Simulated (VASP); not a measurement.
# SiC in VASP: one cell, several levels of theory, part 3 of 3

The system is SiC built on the rocksalt prototype, a generated structure that needn't be the ground state.

VASP 6.6.1, plane waves, PAW. The steps go on from the part before.

**4. Single point with LDA**

The input, INCAR:

```
ENCUT = 520.000000
SIGMA = 0.020000
EDIFF = 1.00e-07
GGA = CA
PREC = Accurate
IBRION = -1
ISIF = 2
ISMEAR = -1
NBANDS = 11
NELM = 120
NSW = 0
LASPH = .TRUE.
LCHARG = .FALSE.
LWAVE = .FALSE.
LREAL = .FALSE.
```

The input, KPOINTS:

```
KPOINTS created by Atomic Simulation Environment
0
Gamma
10 10 10
0 0 0
```

The input, KPOINTS_OPT:

```
special points
7
Reciprocal
0.0000000000 0.0000000000 0.0000000000 1
0.5000000000 0.0000000000 0.5000000000 1
0.5000000000 0.2500000000 0.7500000000 1
0.3750000000 0.3750000000 0.7500000000 1
0.5000000000 0.5000000000 0.5000000000 1
0.6250000000 0.2500000000 0.6250000000 1
0.0000000000 0.1000000000 -0.1000000000 1
```

The input, POSCAR:

```
Si C
 1.0000000000000000
    -0.0000000000000000    2.0138689652489350    2.0138689652489350
     2.0138689652489350    0.0000000000000000    2.0138689652489350
     2.0138689652489350    2.0138689652489350   -0.0000000000000000
 Si  C
   1   1
Cartesian
  0.0000000000000000  0.0000000000000000  0.0000000000000000
  2.0138689652489346  2.0138689652489346  2.0138689652489346
```

The run uses the recommended LDA PAW datasets (8 valence electrons a neutral cell).

Run with:

```
mpirun -np 1 vasp_std
```

Standard output, without the iteration lines:

```text
POSCAR found type information on POSCAR SiC
 POSCAR found :  2 types and       2 ions
 LDA part: xc-table for (Slater(with rela. corr.)+CA(PZ))
 , standard interpolation
 POSCAR, INCAR and KPOINTS ok, starting setup
 FFT: planning ... GRIDC
 FFT: planning ... GRID_SOFT
 FFT: planning ... GRID
 WAVECAR not read
 entering main loop
 Start KPOINTS_OPT (optional k-point list driver)
k-point batch [1-7\7]
```

OSZICAR:

```text
N       E                     dE             d eps       ncg     rms          rms(c)
DAV:   1     0.489098873257E+00    0.48910E+00   -0.39582E+03  1109   0.616E+02
DAV:   2    -0.164333296391E+02   -0.16922E+02   -0.16066E+02  1301   0.109E+02
DAV:   3    -0.168598121003E+02   -0.42648E+00   -0.42572E+00  1261   0.130E+01
DAV:   4    -0.168607312311E+02   -0.91913E-03   -0.91907E-03  1150   0.765E-01
DAV:   5    -0.168607335576E+02   -0.23265E-05   -0.23264E-05  1224   0.345E-02    0.863E+00
DAV:   6    -0.153346492049E+02    0.15261E+01   -0.53718E+00  1109   0.105E+01    0.369E+00
DAV:   7    -0.153055685025E+02    0.29081E-01   -0.34302E-01  1178   0.338E+00    0.149E+00
DAV:   8    -0.152998221641E+02    0.57463E-02   -0.80164E-03  1082   0.593E-01    0.327E-01
DAV:   9    -0.152991227969E+02    0.69937E-03   -0.14753E-03  1114   0.195E-01    0.121E-01
DAV:  10    -0.152991213922E+02    0.14047E-05   -0.48522E-05  1135   0.501E-02    0.330E-02
DAV:  11    -0.152991214520E+02   -0.59814E-07   -0.16363E-06  1202   0.108E-02    0.173E-03
DAV:  12    -0.152991214215E+02    0.30482E-07   -0.20597E-07   712   0.206E-03
   1 F= -.15299121E+02 E0= -.15298818E+02  d E =-.607632E-03
       N       E                     dE             ncg
DAV:   1     0.976852820240E+03   -0.14094E+04      162
DAV:   2     0.838406457533E+03   -0.13845E+03      197
DAV:   3     0.833936895745E+03   -0.44696E+01      189
DAV:   4     0.833922768787E+03   -0.14127E-01      188
DAV:   5     0.833922744313E+03   -0.24474E-04      181
DAV:   6     0.833922744196E+03   -0.11678E-06      191
DAV:   7     0.833922744196E+03   -0.80786E-09      175
```

OUTCAR, selected sections:

```text
k-points           NKPTS =     47   k-points in BZ     NKDIM =     47   number of bands    NBANDS=     11

   NELECT =       8.0000    total number of electrons

   dimension x,y,z NGX =    24 NGY =   24 NGZ =   24
   dimension x,y,z NGXF=    48 NGYF=   48 NGZF=   48

  energy-cutoff  :      520.00
  volume of cell :       16.34
      direct lattice vectors                 reciprocal lattice vectors
     0.000000000  2.013868965  2.013868965    -0.248278318  0.248278318  0.248278318
     2.013868965  0.000000000  2.013868965     0.248278318 -0.248278318  0.248278318
     2.013868965  2.013868965  0.000000000     0.248278318  0.248278318 -0.248278318

 k-points in reciprocal lattice and weights: KPOINTS created by Atomic Simulation Env
   0.00000000  0.00000000  0.00000000       0.001
   0.10000000  0.00000000  0.00000000       0.008
   0.20000000  0.00000000  0.00000000       0.008
   0.30000000  0.00000000  0.00000000       0.008
   0.40000000  0.00000000  0.00000000       0.008
   0.50000000  0.00000000  0.00000000       0.004
   0.10000000  0.10000000  0.00000000       0.006
   0.20000000  0.10000000  0.00000000       0.024
[... 39 more k-points ...]

 E-fermi :  12.6233

 k-point     1 :       0.0000    0.0000    0.0000
  band No.  band energies     occupation
      1      -5.9007      2.00000
      2      12.6295      0.84681
      3      12.6295      0.84681
      4      12.6295      0.84680
      5      20.4871      0.00000
      6      21.5633      0.00000
      7      21.5633      0.00000
      8      21.5633      0.00000
      9      25.3410      0.00000
     10      25.3410      0.00000
     11      25.3410      0.00000

 k-point     2 :       0.1000    0.0000    0.0000
  band No.  band energies     occupation
      1      -5.6553      2.00000
      2      11.3637      2.00000
      3      12.4797      1.99848
      4      12.4797      1.99848
      5      20.5253      0.00000
      6      21.6355      0.00000
      7      21.8996      0.00000
      8      21.8996      0.00000
      9      23.5018      0.00000
     10      23.5018      0.00000
     11      25.1393      0.00000

 k-point     3 :       0.2000    0.0000    0.0000
  band No.  band energies     occupation
      1      -4.9232      2.00000
      2       8.6540      2.00000
      3      12.1482      2.00000
      4      12.1482      2.00000
      5      19.7189      0.00000
      6      20.7795      0.00000
      7      20.7795      0.00000
      8      22.8961      0.00000
      9      24.0541      0.00000
     10      24.0541      0.00000
     11      24.6560      0.00000

 k-point     4 :       0.3000    0.0000    0.0000
  band No.  band energies     occupation
      1      -3.7188      2.00000
      2       5.6589      2.00000
      3      11.8279      2.00000
      4      11.8279      2.00000
      5      19.1143      0.00000
      6      19.2274      0.00000
      7      19.2274      0.00000
      8      23.0421      0.00000
      9      25.4175      0.00000
     10      26.2930      0.00000
     11      26.2930      0.00000

 k-point     5 :       0.4000    0.0000    0.0000
  band No.  band energies     occupation
      1      -2.0886      2.00000
      2       2.8581      2.00000
      3      11.6231      2.00000
      4      11.6231      2.00000
      5      18.2260      0.00000
      6      18.2260      0.00000
      7      18.8076      0.00000
      8      22.4966      0.00000
      9      26.8194      0.00000
     10      28.9227      0.00000
     11      28.9227      0.00000

 k-point     6 :       0.5000    0.0000    0.0000
  band No.  band energies     occupation
      1      -0.6181      2.00000
      2       0.9850      2.00000
      3      11.5557      2.00000
      4      11.5557      2.00000
      5      17.8817      0.00000
      6      17.8817      0.00000
      7      18.7206      0.00000
      8      22.2642      0.00000
      9      27.4520      0.00000
     10      30.5239      0.00000
     11      30.5239      0.00000

 k-point     7 :       0.1000    0.1000    0.0000
  band No.  band energies     occupation
      1      -5.5736      2.00000
      2      11.9317      2.00000
      3      11.9317      2.00000
      4      11.9580      2.00000
      5      20.2138      0.00000
      6      20.7935      0.00000
      7      21.7338      0.00000
      8      22.5657      0.00000
      9      22.5657      0.00000
     10      25.8949      0.00000
     11      25.8949      0.00000

 k-point     8 :       0.2000    0.1000    0.0000
  band No.  band energies     occupation
      1      -5.0042      2.00000
      2       9.6872      2.00000
      3      11.3549      2.00000
      4      12.0191      2.00000
      5      19.0653      0.00000
      6      19.8364      0.00000
      7      21.6978      0.00000
      8      22.6923      0.00000
      9      23.8830      0.00000
     10      25.5191      0.00000
     11      26.0701      0.00000

 k-point     9 :       0.3000    0.1000    0.0000
  band No.  band energies     occupation
      1      -3.9575      2.00000
      2       6.8001      2.00000
      3      10.9597      2.00000
      4      11.6250      2.00000
      5      17.6468      0.00000
      6      19.8887      0.00000
      7      21.1762      0.00000
      8      22.5817      0.00000
      9      24.4904      0.00000
     10      26.7534      0.00000
     11      27.3404      0.00000

 k-point    10 :       0.4000    0.1000    0.0000
  band No.  band energies     occupation
      1      -2.4644      2.00000
      2       3.9387      2.00000
      3      10.8424      2.00000
      4      11.0418      2.00000
      5      16.8883      0.00000
      6      19.7594      0.00000
      7      19.7806      0.00000
      8      24.0011      0.00000
      9      24.6351      0.00000
     10      28.3022      0.00000
     11      29.7197      0.00000

 k-point    11 :       0.5000    0.1000    0.0000
  band No.  band energies     occupation
      1      -0.7213      2.00000
      2       1.5405      2.00000
      3      10.4944      2.00000
      4      11.0204      2.00000
      5      16.8181      0.00000
      6      18.8003      0.00000
      7      19.6822      0.00000
      8      23.8130      0.00000
      9      26.5557      0.00000
     10      29.4043      0.00000
     11      30.7540      0.00000

[... the tables of k-points 12 to 47 left out ...]

  Total       -0.3633729     -0.3633729     -0.3633729     -0.0000000      0.0000000     -0.0000000
  in kB      -35.6401475    -35.6401475    -35.6401475     -0.0000000      0.0000000     -0.0000000
  external PRESSURE =     -35.6401475 kB  Pullay stress =       0.0000000 kB

 POSITION                                       TOTAL-FORCE (eV/Angst)
 -----------------------------------------------------------------------------------
      0.00000      0.00000      0.00000        -0.000000     -0.000000     -0.000000
      2.01387      2.01387      2.01387         0.000000      0.000000      0.000000
 -----------------------------------------------------------------------------------
    total drift:                               -0.000000     -0.000000      0.000000

  FREE ENERGIE OF THE ION-ELECTRON SYSTEM (eV)
  ---------------------------------------------------
  free  energy   TOTEN  =       -15.2991214215 eV

  energy  without entropy=      -15.2985137896  energy(sigma->0) =      -15.29881761
```

Run time: 9 s. Hardware: 1 MPI rank of Intel Xeon Platinum 8488C, shared host; peak memory 0.12 GiB.

The levels at the points of KPOINTS_OPT are read from vasprun.xml.

Near the gap, in eV above the top of the last filled band v; c is the band after it:

| point | v−1 | v | c | c+1 |
| --- | --- | --- | --- | --- |
| Γ | -0.08 | -0.08 | 7.77 | 8.85 |
| X | -4.43 | -4.43 | -0.92 | 2.37 |
| W | -8.09 | -7.25 | 4.58 | 7.91 |
| K | -8.55 | -3.60 | 1.14 | 7.44 |
| L | -1.16 | -1.16 | 5.17 | 5.17 |
| U | -8.55 | -3.60 | 1.14 | 7.44 |

LDA: no gap; the band counted as the lowest empty one dips 0.92 eV below the top of the last filled one. The pressure is -3.56 GPa; the forces vanish within 0.01 eV/Å.

**5. PBEsol**

INCAR, as its differences from that of step 4:

```diff
@@ -3,3 +3,3 @@
 EDIFF = 1.00e-07
-GGA = CA
+GGA = PS
 PREC = Accurate
```

KPOINTS is that of step 4.

KPOINTS_OPT is that of step 4.

POSCAR is that of step 4.

Potentials: the recommended PBE PAW datasets, 8 valence electrons in the neutral cell.

Run with:

```
mpirun -np 1 vasp_std
```

Standard output, without the iteration lines:

```text
POSCAR found type information on POSCAR SiC
 POSCAR found :  2 types and       2 ions
 -----------------------------------------------------------------------------
|                                                                             |
|                                                                             |
|     You enforced a specific xc type in the INCAR file but a different       |
|     I HOPE YOU KNOW WHAT YOU ARE DOING!                                     |
|                                                                             |
 -----------------------------------------------------------------------------

 LDA part: xc-table for (Slater+PW92), standard interpolation
 POSCAR, INCAR and KPOINTS ok, starting setup
 FFT: planning ... GRIDC
 FFT: planning ... GRID_SOFT
 FFT: planning ... GRID
 WAVECAR not read
 entering main loop
 Start KPOINTS_OPT (optional k-point list driver)
k-point batch [1-7\7]
```

OSZICAR:

```text
N       E                     dE             d eps       ncg     rms          rms(c)
DAV:   1     0.134537165003E+01    0.13454E+01   -0.39721E+03  1109   0.617E+02
DAV:   2    -0.155528076042E+02   -0.16898E+02   -0.16058E+02  1303   0.108E+02
DAV:   3    -0.159723992113E+02   -0.41959E+00   -0.41890E+00  1253   0.129E+01
DAV:   4    -0.159732480101E+02   -0.84880E-03   -0.84875E-03  1148   0.721E-01
DAV:   5    -0.159732500734E+02   -0.20633E-05   -0.20630E-05  1215   0.325E-02    0.832E+00
DAV:   6    -0.146410403831E+02    0.13322E+01   -0.43906E+00  1109   0.957E+00    0.368E+00
DAV:   7    -0.146064115798E+02    0.34629E-01   -0.32654E-01  1178   0.323E+00    0.146E+00
DAV:   8    -0.146021547083E+02    0.42569E-02   -0.71204E-03  1091   0.559E-01    0.310E-01
DAV:   9    -0.146016906519E+02    0.46406E-03   -0.12433E-03  1102   0.183E-01    0.126E-01
DAV:  10    -0.146016927920E+02   -0.21401E-05   -0.42465E-05  1132   0.459E-02    0.224E-02
DAV:  11    -0.146016930448E+02   -0.25283E-06   -0.15139E-06  1198   0.111E-02    0.162E-03
DAV:  12    -0.146016928500E+02    0.19483E-06   -0.98868E-08   627   0.148E-03    0.521E-04
DAV:  13    -0.146016928064E+02    0.43541E-07   -0.11866E-08   571   0.605E-04
   1 F= -.14601693E+02 E0= -.14601390E+02  d E =-.604647E-03
       N       E                     dE             ncg
DAV:   1     0.971695677390E+03   -0.14146E+04      162
DAV:   2     0.833177045927E+03   -0.13852E+03      197
DAV:   3     0.828729607777E+03   -0.44474E+01      189
DAV:   4     0.828716166223E+03   -0.13442E-01      188
DAV:   5     0.828716146331E+03   -0.19892E-04      181
DAV:   6     0.828716146247E+03   -0.83782E-07      194
```

Parts of OUTCAR:

```text
k-points           NKPTS =     47   k-points in BZ     NKDIM =     47   number of bands    NBANDS=     11

   NELECT =       8.0000    total number of electrons

   dimension x,y,z NGX =    24 NGY =   24 NGZ =   24
   dimension x,y,z NGXF=    48 NGYF=   48 NGZF=   48

  energy-cutoff  :      520.00
  volume of cell :       16.34
      direct lattice vectors                 reciprocal lattice vectors
     0.000000000  2.013868965  2.013868965    -0.248278318  0.248278318  0.248278318
     2.013868965  0.000000000  2.013868965     0.248278318 -0.248278318  0.248278318
     2.013868965  2.013868965  0.000000000     0.248278318  0.248278318 -0.248278318

 k-points in reciprocal lattice and weights: KPOINTS created by Atomic Simulation Env
   0.00000000  0.00000000  0.00000000       0.001
   0.10000000  0.00000000  0.00000000       0.008
   0.20000000  0.00000000  0.00000000       0.008
   0.30000000  0.00000000  0.00000000       0.008
   0.40000000  0.00000000  0.00000000       0.008
   0.50000000  0.00000000  0.00000000       0.004
   0.10000000  0.10000000  0.00000000       0.006
   0.20000000  0.10000000  0.00000000       0.024
[... 39 more k-points ...]

 E-fermi :  12.6002

 k-point     1 :       0.0000    0.0000    0.0000
  band No.  band energies     occupation
      1      -6.0652      2.00000
      2      12.6093      0.77607
      3      12.6093      0.77607
      4      12.6093      0.77606
      5      20.3952      0.00000
      6      21.4685      0.00000
      7      21.4685      0.00000
      8      21.4685      0.00000
      9      25.4541      0.00000
     10      25.4541      0.00000
     11      25.4541      0.00000

 k-point     2 :       0.1000    0.0000    0.0000
  band No.  band energies     occupation
      1      -5.8192      2.00000
      2      11.3185      2.00000
      3      12.4553      1.99858
      4      12.4553      1.99858
      5      20.4221      0.00000
      6      21.5719      0.00000
      7      21.8212      0.00000
      8      21.8212      0.00000
      9      23.5362      0.00000
     10      23.5362      0.00000
     11      25.2251      0.00000

 k-point     3 :       0.2000    0.0000    0.0000
  band No.  band energies     occupation
      1      -5.0854      2.00000
      2       8.5755      2.00000
      3      12.1150      2.00000
      4      12.1150      2.00000
      5      19.5915      0.00000
      6      20.7823      0.00000
      7      20.7823      0.00000
      8      22.9323      0.00000
      9      24.0065      0.00000
     10      24.0065      0.00000
     11      24.6612      0.00000

 k-point     4 :       0.3000    0.0000    0.0000
  band No.  band energies     occupation
      1      -3.8787      2.00000
      2       5.5586      2.00000
      3      11.7865      2.00000
      4      11.7865      2.00000
      5      18.9730      0.00000
      6      19.2320      0.00000
      7      19.2320      0.00000
      8      23.1373      0.00000
      9      25.3865      0.00000
     10      26.2587      0.00000
     11      26.2587      0.00000

 k-point     5 :       0.4000    0.0000    0.0000
  band No.  band energies     occupation
      1      -2.2486      2.00000
      2       2.7477      2.00000
      3      11.5762      2.00000
      4      11.5762      2.00000
      5      18.2287      0.00000
      6      18.2287      0.00000
      7      18.6569      0.00000
      8      22.5680      0.00000
      9      26.8435      0.00000
     10      28.9226      0.00000
     11      28.9226      0.00000

 k-point     6 :       0.5000    0.0000    0.0000
  band No.  band energies     occupation
      1      -0.7994      2.00000
      2       0.8929      2.00000
      3      11.5069      2.00000
      4      11.5069      2.00000
      5      17.8837      0.00000
      6      17.8837      0.00000
      7      18.5662      0.00000
      8      22.3289      0.00000
      9      27.5014      0.00000
     10      30.5642      0.00000
     11      30.5642      0.00000

 k-point     7 :       0.1000    0.1000    0.0000
  band No.  band energies     occupation
      1      -5.7373      2.00000
      2      11.9008      2.00000
      3      11.9008      2.00000
      4      11.9132      2.00000
      5      20.0960      0.00000
      6      20.7814      0.00000
      7      21.7118      0.00000
      8      22.4981      0.00000
      9      22.4981      0.00000
     10      25.9997      0.00000
     11      25.9997      0.00000

 k-point     8 :       0.2000    0.1000    0.0000
  band No.  band energies     occupation
      1      -5.1666      2.00000
      2       9.6175      2.00000
      3      11.3159      2.00000
      4      11.9745      2.00000
      5      19.0604      0.00000
      6      19.7509      0.00000
      7      21.6227      0.00000
      8      22.6862      0.00000
      9      23.8909      0.00000
     10      25.5104      0.00000
     11      26.1162      0.00000

 k-point     9 :       0.3000    0.1000    0.0000
  band No.  band energies     occupation
      1      -4.1177      2.00000
      2       6.7059      2.00000
      3      10.9142      2.00000
      4      11.5673      2.00000
      5      17.6467      0.00000
      6      19.7923      0.00000
      7      21.1879      0.00000
      8      22.5192      0.00000
      9      24.5867      0.00000
     10      26.7223      0.00000
     11      27.3230      0.00000

 k-point    10 :       0.4000    0.1000    0.0000
  band No.  band energies     occupation
      1      -2.6233      2.00000
      2       3.8306      2.00000
      3      10.7929      2.00000
      4      10.9755      2.00000
      5      16.8826      0.00000
      6      19.6730      0.00000
      7      19.7693      0.00000
      8      24.1013      0.00000
      9      24.5885      0.00000
     10      28.3077      0.00000
     11      29.7350      0.00000

 k-point    11 :       0.5000    0.1000    0.0000
  band No.  band energies     occupation
      1      -0.8925      2.00000
      2       1.4395      2.00000
      3      10.4252      2.00000
      4      10.9695      2.00000
      5      16.8080      0.00000
      6      18.8096      0.00000
      7      19.5679      0.00000
      8      23.8988      0.00000
      9      26.5653      0.00000
     10      29.4235      0.00000
     11      30.7932      0.00000

[... the tables of k-points 12 to 47 left out ...]

  Total        0.1710846      0.1710846      0.1710846     -0.0000000     -0.0000000     -0.0000000
  in kB       16.7802269     16.7802269     16.7802269     -0.0000000     -0.0000000     -0.0000000
  external PRESSURE =      16.7802269 kB  Pullay stress =       0.0000000 kB

 POSITION                                       TOTAL-FORCE (eV/Angst)
 -----------------------------------------------------------------------------------
      0.00000      0.00000      0.00000         0.000000      0.000000      0.000000
      2.01387      2.01387      2.01387        -0.000000     -0.000000     -0.000000
 -----------------------------------------------------------------------------------
    total drift:                               -0.000000     -0.000000      0.000000

  FREE ENERGIE OF THE ION-ELECTRON SYSTEM (eV)
  ---------------------------------------------------
  free  energy   TOTEN  =       -14.6016928064 eV

  energy  without entropy=      -14.6010881596  energy(sigma->0) =      -14.60139048
```

It took 14 s on 1 MPI rank of Intel Xeon Platinum 8488C, shared host; peak memory 0.13 GiB.

The levels at the points of KPOINTS_OPT are read from vasprun.xml.

Band energies at the special points (eV, zero at the top of v, the last band that the electrons fill by count):

```csv
point,v−1,v,c,c+1
Γ,-0.08,-0.08,7.71,8.78
X,-4.47,-4.47,-0.92,2.25
W,-8.17,-7.28,4.64,7.95
K,-8.60,-3.64,1.13,7.40
L,-1.18,-1.18,5.20,5.20
U,-8.60,-3.64,1.13,7.40
```

PBEsol: no gap; the band counted as the lowest empty one dips 0.92 eV below the top of the last filled one. Pressure: 1.68 GPa; the forces vanish within 0.01 eV/Å.

**6. Summary**

What follows sums up all 3 parts.

| level | gap (eV) | pressure (GPa) |
| --- | --- | --- |
| PBE | -0.92 | 5.60 |
| r2SCAN | -0.69 | 0.27 |
| LDA | -0.92 | -3.56 |
| PBEsol | -0.92 | 1.68 |

A negative gap is an overlap of bands.

What this shows: No gap over 0.02 eV opens at any of these levels. At this one volume the pressure spans -3.6 GPa (LDA) to 5.6 GPa (PBE): PBE wants the largest cell and LDA the smallest.
